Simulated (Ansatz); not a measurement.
# Ta: pressure against volume

Ta, Im-3m, a = 3.305 Å. Ansatz: r2SCAN, PAW, 500 eV, Γ-centred 18×18×18 mesh on 1 atom, Gaussian smearing 0.10 eV; no spin polarisation. Symmetry fixes shape and atoms, so the cell is only scaled; pressure is positive in compression.

```
V (Å³/atom) P (GPa)
     15.878        ?
     16.419    22.53
     16.961    13.94
     17.502     6.51
     18.043     0.00
     18.585    -5.66
     19.126   -10.56
     19.848   -16.10
```

Task: Take V0 = 18.043 Å³/atom, fit the third-order Birch–Murnaghan form to the other rows, and predict the missing pressure.

Result: With the Eulerian strain f = ½[(V0/V)^(2/3) − 1] and y = P/[3f(1 + 2f)^(5/2)], the form is the line y = B0 + 1.5 B0 (B0′ − 4) f. Rows (f, y): 0.03245, 197.8; 0.02104, 199.2; 0.01025, 201.2; -0.00977, 202.9; -0.01906, 203.5; -0.03079, 204.3. Means f = 0.0006867, y = 201.48; Σ(Δf)² = 0.003005, ΣΔfΔy = -0.3095; the slope is their ratio. y = 201.6 − 103.0 f GPa, so B0 = 201.6 GPa and B0′ = 4 + 2 × (-103.0)/(3 × 201.6) = 3.66. At V = 15.878, f = 0.04448, y = 197.02 and P = 32.53 GPa. The run gave 32.77 GPa, so the fit is 0.24 GPa too low, a small miss on the scale of the series.

Spin–orbit coupling is left out, which can shift energies with elements as heavy as these.